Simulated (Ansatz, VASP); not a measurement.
## Al: VASP beside Ansatz

Contents of INCAR:

```
  ALGO = Normal
  DIPOL = 0.5 0.5 0.500
  EDIFF = 1E-6
  ENCUT = 520
  GGA = PE
  IDIPOL = 3
  ISIF = 2
  ISMEAR = 0
  LASPH = True
  LCHARG = True
  LDIPOL = True
  LELF = True
  LREAL = False
  LVACPOTAV = True
  LVHAR = True
  LWAVE = False
  NBANDS = 16
  NELM = 80
  PREC = Accurate
  SIGMA = 0.1
```

The input KPOINTS:

```
k-points
0
Gamma
  2 2 1
```

Contents of POSCAR:

```
Al
1.0
    2.8571513840      0.0000000000      0.0000000000
   -1.4285756920      2.4743656810      0.0000000000
    0.0000000000      0.0000000000     24.3314173450
Al
5
Direct
    0.6666666667      0.3333333333      0.3082434489
    0.3333333333      0.6666666667      0.4041217245
    0.0000000000      0.0000000000      0.5000000000
    0.6666666667      0.3333333333      0.5958782755
    0.3333333333      0.6666666667      0.6917565511
```

Input for Ansatz:

```yaml
crystal:
  lattice:
    - [2.857151384, 0.0, 0.0]
    - [-1.428575692, 2.474365681, 0.0]
    - [0.0, 0.0, 24.331417345]
  atoms:
    - { symbol: Al, position: [0.6666666667, 0.3333333333, 0.3082434489] }
    - { symbol: Al, position: [0.3333333333, 0.6666666667, 0.4041217245] }
    - { symbol: Al, position: [0.0, 0.0, 0.5] }
    - { symbol: Al, position: [0.6666666667, 0.3333333333, 0.5958782755] }
    - { symbol: Al, position: [0.3333333333, 0.6666666667, 0.6917565511] }
basis:
  ecutwfc: 420
kpoints:
  mp_grid: { grid: [2, 2, 1] }
hamiltonian:
  xc: pbe
scf:
  occupations: { method: gaussian, width: 0.1 }
output:
  forces: true
  stress: true
  eigenvalues: true
efield:
  axis: 3
  dipole_correction: true
  ramp_width: 0.04
```

Alike in both runs: task single point; functional PBE; k mesh 2 × 2 × 1; occupations gaussian, width 0.1 eV; no spin polarisation.

|  | VASP | Ansatz |
| --- | --- | --- |
| version | VASP 6.6.1 | Ansatz 0.2.0 |
| potentials or method | VASP PAW PBE potentials, release 64 (Al) | scalar-relativistic, plane waves, PAW |
| plane-wave cutoff (eV) | 520 | 420 |
| valence electrons in the cell | 15 | 15 |

VASP gave:

```
gap on the k mesh at the Fermi level (eV)  : none
rms of the force components (eV/Å)         : 0.425
work function, face that differs most (eV) : 4.36
```

**Question.** What did Ansatz give for the same quantities?

**Answer.** gap on the k mesh at the Fermi level (eV): none; rms of the force components (eV/Å): 0.424; work function, face that differs most (eV): 4.35.

Atom by atom the forces differ by 0.001 eV/Å (rms over components). A gap of «none» marks a metal or a gap that the smearing closes. The functional is the same, so the differences come from potentials, cutoffs and numerics.

Caveats: the k mesh is coarse (spacing up to 1.27 Å⁻¹), so the values aren't converged.
